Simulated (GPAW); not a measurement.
# WS2 (Tungstenite) (P6_3/mmc) in GPAW: a series of runs

The runs below take WS2 (Tungstenite) through equation of state, band structure, with LDA, PBE.

All numbers are computed with GPAW 26.7.0; they aren't measurements. Logs are shortened: lines on timing, memory, paths and dates and some standing lists are left out, and cuts for length are marked. The log counts tension as positive stress, the text compression.

## (1) Starting point

The structure is hexagonal, space group P6_3/mmc (No. 194). Conventional cell: a = 3.180 Å, b = 3.180 Å, c = 12.500 Å, α = 90.00°, β = 90.00°, γ = 120.00°. Around W (site symmetry -6m2) lie 6 S at 2.41 Å. S (site symmetry 3m) has 3 W at 2.41 Å as nearest neighbours.

## (2) Equation of state, LDA

File run.py:

```python
from ase.eos import EquationOfState
from ase.io import Trajectory, read
from ase.units import GPa
from gpaw import GPAW, PW, setup_paths

setup_paths.insert(0, '.')

atoms = read('WS2.xyz')

traj = Trajectory('eos.traj', 'w')
volumes, energies = [], []
for x in [0.94, 0.96, 0.98, 1.0, 1.02, 1.04, 1.06]:
    a = atoms.copy()
    a.set_cell(atoms.cell * x**(1 / 3), scale_atoms=True)
    calc = GPAW(mode=PW(600),
                xc='LDA',
                kpts={'size': (6, 6, 2), 'gamma': True},
                occupations={'name': 'fermi-dirac', 'width': 0.05},
                setups={'S': 'jth', 'W': 'jth'},
                nbands=-20,
                convergence={'density': 1e-05, 'energy': 1e-05},
                maxiter=150,
                txt=f'eos-{x:.2f}.txt')
    a.calc = calc
    energies.append(a.get_potential_energy(force_consistent=True))
    volumes.append(a.get_volume())
    p = -a.get_stress()[:3].mean() / GPa
    calc.write(f'eos-{x:.2f}.gpw')
    traj.write(a)
    print(f'{x:.2f} {volumes[-1]:10.4f} A^3 {energies[-1]:14.6f} eV {p:9.3f} GPa', flush=True)

v0, e0, B = EquationOfState(volumes, energies, eos='birchmurnaghan').fit()
print(f'V0 = {v0:.4f} A^3, E0 = {e0:.6f} eV, B0 = {B / GPa:.2f} GPa')
```

File WS2.xyz:

```xyz
6
Lattice="3.1800000000 0.0000000000 0.0000000000 -1.5900000000 2.7539607840 0.0000000000 0.0000000000 0.0000000000 12.5000000000" Properties=species:S:1:pos:R:3 pbc="T T T"
W      1.5900000002      0.9179869279      9.3750000000
W     -0.0000000002      1.8359738561      3.1250000000
S      1.5900000002      0.9179869279      4.6875000000
S     -0.0000000002      1.8359738561     10.9375000000
S      1.5900000002      0.9179869279      1.5625000000
S     -0.0000000002      1.8359738561      7.8125000000
```

Potentials or basis: JTH PAW 2.0, LDA, pw.

Started as:

```console
> OMP_NUM_THREADS=1 python run.py
```

What it wrote:

```text
__  _  _
 | _ |_)|_||  |
 |__||  | ||/\| - 26.7.0

Input parameters:
  mode=PW(ecut=600.0),
  convergence={'density': 1e-05, 'energy': 1e-05},
  kpts=MonkhorstPack(size=(6, 6, 2), gamma=True),
  maxiter=150,
  nbands=-20,
  occupations=Occupations(name='fermi-dirac', width=0.05),
  setups={'S': 'jth', 'W': 'jth'},
  xc=XC(name='LDA')

Diagonalizing LCAO Hamiltonian
Converting LCAO to pw mode

        S

           W
        S

           S
        W

           S

Atoms  # Å, Bohr magnetons
|   | symbol |         x |        y |         z |    initial magnetic moments |
|---|--------|-----------|----------|-----------|-----------------------------|
| 0 |      W |  1.557542 | 0.899247 |  9.183620 | ( 0.0000,  0.0000,  0.0000) |
| 1 |      W | -0.000000 | 1.798494 |  3.061207 | ( 0.0000,  0.0000,  0.0000) |
| 2 |      S |  1.557542 | 0.899247 |  4.591810 | ( 0.0000,  0.0000,  0.0000) |
| 3 |      S | -0.000000 | 1.798494 | 10.714223 | ( 0.0000,  0.0000,  0.0000) |
| 4 |      S |  1.557542 | 0.899247 |  1.530603 | ( 0.0000,  0.0000,  0.0000) |
| 5 |      S | -0.000000 | 1.798494 |  7.653016 | ( 0.0000,  0.0000,  0.0000) |

Unit cell  # Å
| periodic |         x |        y |         z |   lengths |     angles |
|----------|-----------|----------|-----------|-----------|------------|
|      yes |  3.115084 | 0.000000 |  0.000000 |  3.115084 |  90.000000 |
|      yes | -1.557542 | 2.697742 |  0.000000 |  3.115084 |  90.000000 |
|      yes |  0.000000 | 0.000000 | 12.244826 | 12.244826 | 120.000000 |

Number of symmetries: 12
Symmetry operations  # r_c * U_cc + t_c -> r_c
|    | kind |            matrix            |
|----|------|------------------------------|
|  0 |  σ   |  1, 1, 0,  0,-1, 0,  0, 0, 1 |
|  1 |  S6  |  1, 1, 0, -1, 0, 0,  0, 0,-1 |
|  2 |  E   |  1, 0, 0,  0, 1, 0,  0, 0, 1 |
|  3 |  C2  |  1, 0, 0, -1,-1, 0,  0, 0,-1 |
|  4 |  C2  |  0, 1, 0,  1, 0, 0,  0, 0,-1 |
|  5 |  C3  |  0, 1, 0, -1,-1, 0,  0, 0, 1 |
|  6 |  S6  |  0,-1, 0,  1, 1, 0,  0, 0,-1 |
|  7 |  σ   |  0,-1, 0, -1, 0, 0,  0, 0, 1 |
|  8 |  σ   | -1, 0, 0,  1, 1, 0,  0, 0, 1 |
|  9 |  i   | -1, 0, 0,  0,-1, 0,  0, 0,-1 |
| 10 |  C3  | -1,-1, 0,  1, 0, 0,  0, 0, 1 |
| 11 |  C2  | -1,-1, 0,  0, 1, 0,  0, 0,-1 |

BZ-sampling:
  Number of BZ points: 72
  Number of IBZ points: 14

  Monkhorst-Pack size: [6, 6, 2]
  Monkhorst-Pack shift: [0.08333333333333333, 0.08333333333333333, 0.25]

K-points  # in reciprocal-cell coordinates
|     |                                coordinates |     weight |
|-----|--------------------------------------------|------------|
|   0 | (  0.00000000,   0.00000000,   0.00000000) | 0.01388889 |
|   1 | (  0.00000000,   0.00000000,   0.50000000) | 0.01388889 |
|   2 | (  0.16666667,   0.00000000,   0.00000000) | 0.08333333 |
|   3 | (  0.16666667,   0.00000000,   0.50000000) | 0.08333333 |
|   4 | (  0.33333333,  -0.16666667,   0.00000000) | 0.08333333 |
|   5 | (  0.33333333,  -0.16666667,   0.50000000) | 0.08333333 |
|   6 | (  0.33333333,   0.00000000,   0.00000000) | 0.08333333 |
|   7 | (  0.33333333,   0.00000000,   0.50000000) | 0.08333333 |
|   8 | (  0.33333333,   0.33333333,   0.00000000) | 0.02777778 |
|   9 | (  0.33333333,   0.33333333,   0.50000000) | 0.02777778 |
| ... |                                            |            |
|  13 | (  0.50000000,   0.50000000,   0.50000000) | 0.04166667 |

Plane wave coefficients: 3469
Cutoff: 600.0 eV

Spin-components: 1 (collinear spins)
Bands:           46
Projectors:      28
Spin-degeneracy: 2
Datatype:        complex128

Parallelization:
  kpt:    1
  domain: 1
  band:   1

Density:
  Valence electrons: 52.0
  Components: 1
  Grid points: [18 18 70]
  Charge: 0.0  # |e|

Potential:
  Grid points: [18 18 70]

species:
  W:
    name:    Tungsten
    Z:       74.0
    valence: 14
    core:    60
    charge:  0.0  # [|e|]
    compensation charges:
      type: bessel
      rc: 1.11  # [Å]
      lmax: 2
    cutoffs:
      filter: 1.28  # [Å]
      core: 3.06  # [Å]
    projectors
    | kind |    occ | energy [eV] | rcut [Å] |
    |------|--------|-------------|----------|
    |   5s |  2.000 |     -79.298 |    1.168 |
    |   6s |  2.000 |      -5.903 |    1.168 |
    |   5p |  6.000 |     -43.386 |    1.276 |
    |   6p |  0.000 |      -1.463 |    1.276 |
    |   5d |  4.000 |      -4.679 |    1.168 |
    |    d |        |       4.082 |    1.168 |

    Using partial waves for W as LCAO basis

  S:
    name:    Sulfur
    Z:       16.0
    valence: 6
    core:    10
    charge:  0.0  # [|e|]
    compensation charges:
      type: sinc
      rc: 0.74  # [Å]
      lmax: 2
    cutoffs:
      filter: 1.01  # [Å]
      core: 1.67  # [Å]
    projectors
    | kind |    occ | energy [eV] | rcut [Å] |
    |------|--------|-------------|----------|
    |   3s |  2.000 |     -17.281 |    1.007 |
    |    s |        |      54.423 |    1.007 |
    |   3p |  4.000 |      -7.107 |    1.007 |
    |    p |        |       6.803 |    1.007 |

    Using partial waves for S as LCAO basis

Reference energy: -921310.046638  # eV

eigensolver:
  PPCG
  Converge bands: occupied
  niter=2

density mixing:
  MSR1-Mixer
  Pratt-step length: 0.05
  Maximum mixing coefficient: 0.75
  Old densities: 10
  SVD Regularization: 0.005
  Good broyden scale: 1.0
  Trust region scale: 1.0
  Backstep threshold: 4.0
  History deletion threshold: 6.0
  Fourier metric: weight=20.0, sigma=0.015

occupation numbers:
  Fermi-Dirac:
    width: 0.0500  # eV

poisson solver:
  ecut: 4800.0  # eV

xc functional:
  name: None

convergence criteria:
[... 6 lines left out ...]
|iter     | |      energy | eigst |  dens |
|---------|-|-------------|-------|-------|
|iter:   1| |  -49.578592 | +0.46 |       |
|iter:   2| |  -50.017045 | -0.86 | -1.19 |
|iter:   3| |  -51.296406 | -0.83 | -1.22 |
|iter:   4| |  -49.230884 | -1.38 | -1.14 |
|iter:   5| |  -49.199100 | -2.52 | -1.70 |
|iter:   6| |  -49.260936 | -2.96 | -1.92 |
|iter:   7| |  -49.185812 | -3.32 | -1.98 |
|iter:   8| |  -49.184873 | -4.19 | -2.64 |
|iter:   9| |  -49.184869 | -5.55 | -3.21 |
|iter:  10| |  -49.184868c| -7.04 | -4.03 |
|iter:  11| |  -49.184868c| -7.54c| -4.53 |
|iter:  12| |  -49.184868c| -8.13c| -5.07c|

Converged in 12 steps
Energy contributions relative to reference atoms: (reference = -921310.046638)

Energy contributions:
  Kinetic:          71.418093
  Coulomb:         -68.837615
  Zero:             -0.411455
  External:          0.000000
  Xc:              -51.353888
  Entropy:          -0.000007
  Spinorbit:         0.000000
  ----------------------------
  Free energy:     -49.184872
  Extrapolated:    -49.184868

dipole moment: (0.001808, 0.003131, 0.014212)  # |e|*Ang

Fermi level: 8.584
Eigenvalues  # (at kpt = [0.000, 0.000, 0.000])
| band index |      eig [eV] | occ [0-2] |
|------------|---------------|-----------|
|          0 |       -66.420 |     2.000 |
|        ... |               |           |
|         18 |         4.353 |     2.000 |
|         19 |         5.700 |     2.000 |
|         20 |         5.700 |     2.000 |
|         21 |         5.746 |     2.000 |
|         22 |         5.746 |     2.000 |
|         23 |         6.587 |     2.000 |
[... 8 lines left out ...]
|         32 |        10.857 |     0.000 |
|         33 |        10.857 |     0.000 |
|        ... |               |           |
|         45 |        20.790 |     0.000 |

Gap: 0.919 eV
Transition (v -> c):
  (s=0, k=0, n=25, [0.00, 0.00, 0.00]) -> (s=0, k=4, n=26, [0.33, -0.17, 0.00])
Direct/indirect transitions are different
Direct gap: 1.850 eV
Transition at: (s=0, k=8, n=25, [0.33, 0.33, 0.00])

Stress tensor  # eV/Ang^3
|         x |         y |         z |
|-----------|-----------|-----------|
| -0.022475 |  0.000000 |  0.000000 |
|  0.000000 | -0.022475 |  0.000000 |
|  0.000000 |  0.000000 | -0.039597 |

# Writing to eos-0.94.gpw (mode='')
```

It took 2.9 min on 1 thread of Intel Xeon 6975P-C (Granite Rapids), shared host; peak memory 0.46 GiB.

What came out:

- Equilibrium volume: 17.60 Å³/atom
- Bulk modulus at fixed shape and positions: 167 GPa
- Pressure derivative of the bulk modulus: 3.2 (rough: it moves with the points fitted)

Energy against volume, from the lowest point:
```tsv
volume (Å³/atom)	energy (meV/atom)
17.150	6.31
17.515	0.00
17.880	2.42
18.245	11.39
18.610	27.73
18.975	50.01
19.340	78.07
```

Caveat: the k mesh is coarse (spacing up to 0.38 Å⁻¹), so the values aren't converged; the program truncates these outside data sets; the cell was scaled at fixed shape and fractional positions, which overstates the stiffness of a crystal with free parameters, most of all of layers and chains. Spin-orbit coupling is left out, which matters for the levels of W.

## (3) Band structure, PBE

File run.py:

```python
from ase.dft.bandgap import bandgap
from ase.io import read, write
from ase.units import GPa
from gpaw import GPAW, PW

atoms = read('WS2.cif')

calc = GPAW(mode=PW(600),
            xc='PBE',
            kpts={'size': (6, 6, 2), 'gamma': True},
            occupations={'name': 'fermi-dirac', 'width': 0.05},
            setups={'S': 'v3'},
            nbands=-20,
            convergence={'density': 1e-05, 'energy': 1e-05},
            maxiter=150,
            txt='gpaw.txt')
atoms.calc = calc
energy = atoms.get_potential_energy()
forces = atoms.get_forces()
stress = atoms.get_stress()
calc.write('gs.gpw')
write('result.traj', atoms)
print(f'Energy: {energy:.6f} eV')
print('Forces (eV/A):')
print(forces.round(4))
print('Stress (GPa):', (stress / GPa).round(3))
print('Fermi level:', round(calc.get_fermi_level(), 4), 'eV')
print(f'Gap: {bandgap(calc)[0]:.4f} eV, direct: {bandgap(calc, direct=True)[0]:.4f} eV')

path = atoms.cell.bandpath('GMKGALHA,LM,KH', npoints=100, eps=1e-4)
bs_calc = calc.fixed_density(kpts=path, symmetry='off', nbands=-36,
                             convergence={'bands': 'CBM+6.0', 'eigenstates': 1e-6}, txt='bands.txt')
bs = bs_calc.band_structure()
bs.write('bs.json')
print(f'Gap on the path: {bandgap(bs_calc)[0]:.4f} eV')
```

File WS2.cif:

```cif
data_WS2
_cell_length_a 3.18000000
_cell_length_b 3.18000000
_cell_length_c 12.50000000
_cell_angle_alpha 90.00000000
_cell_angle_beta 90.00000000
_cell_angle_gamma 120.00000000
_space_group_name_H-M_alt 'P1'
_space_group_name_Hall 'P 1'
_space_group_IT_number 1
loop_
_space_group_symop_operation_xyz
'x,y,z'
loop_
_atom_site_label
_atom_site_type_symbol
_atom_site_symmetry_multiplicity
_atom_site_Wyckoff_symbol
_atom_site_fract_x
_atom_site_fract_y
_atom_site_fract_z
_atom_site_occupancy
W1 W 1 a 0.6666666667 0.3333333333 0.7500000000 1
W2 W 1 a 0.3333333333 0.6666666667 0.2500000000 1
S1 S 1 a 0.6666666667 0.3333333333 0.3750000000 1
S2 S 1 a 0.3333333333 0.6666666667 0.8750000000 1
S3 S 1 a 0.6666666667 0.3333333333 0.1250000000 1
S4 S 1 a 0.3333333333 0.6666666667 0.6250000000 1
```

Potentials or basis: GPAW PAW data sets (gpaw-data 1.2.1), newer versions, pw.

Started as:

```console
> OMP_NUM_THREADS=1 python run.py
```

Run time: 2.7 min. Hardware: 1 thread of Intel Xeon 6975P-C (Granite Rapids), shared host; peak memory 0.72 GiB.

The run converged. Its results:

```
Free energy             : -44.3480 eV
Pressure                : 2.3 GPa
Largest force           : 0.144 eV/Å
Band gap on the k mesh  : 1.05 eV, indirect (least direct gap 1.74 eV)
Band gap along the path : 1.05 eV, indirect (least direct gap 1.74 eV)
```

Forces in eV/Å, atoms in the order of the input:
```
W    0.000  0.000  0.000
W    0.000  0.000  0.000
S    0.000  0.000  0.144
S    0.000  0.000  0.144
S    0.000  0.000 -0.144
S    0.000  0.000 -0.144
```

Stress tensor (GPa, compression positive):
```
1.65 0.00 0.00
0.00 1.65 0.00
0.00 0.00 3.61
```

Levels at the corners of the path, in eV from the valence-band top:
```csv
point,band 24,band 25,band 26,band 27,band 28,band 29
Γ,-1.57,-1.09,0.00,2.24,2.24,2.25
M,-1.86,-1.67,-1.51,2.19,2.23,2.55
K,-2.90,-0.74,-0.57,1.17,1.17,2.19
Γ,-1.57,-1.09,0.00,2.24,2.24,2.25
A,-2.28,-0.30,-0.30,2.24,2.24,2.24
L,-1.94,-1.58,-1.58,2.21,2.21,2.68
H,-3.02,-0.66,-0.66,1.17,1.17,2.65
A,-2.28,-0.30,-0.30,2.24,2.24,2.24
L,-1.94,-1.58,-1.58,2.21,2.21,2.68
M,-1.86,-1.67,-1.51,2.19,2.23,2.55
K,-2.90,-0.74,-0.57,1.17,1.17,2.19
H,-3.02,-0.66,-0.66,1.17,1.17,2.65
```

Caveat: the k mesh is coarse; spin-orbit coupling is left out, which moves the levels of the heavy elements; this functional lacks dispersion, which binds the layers, so the pressure and a relaxed spacing across them are unreliable. Expect the measured gap to be larger: semilocal functionals such as PBE lack the derivative discontinuity.
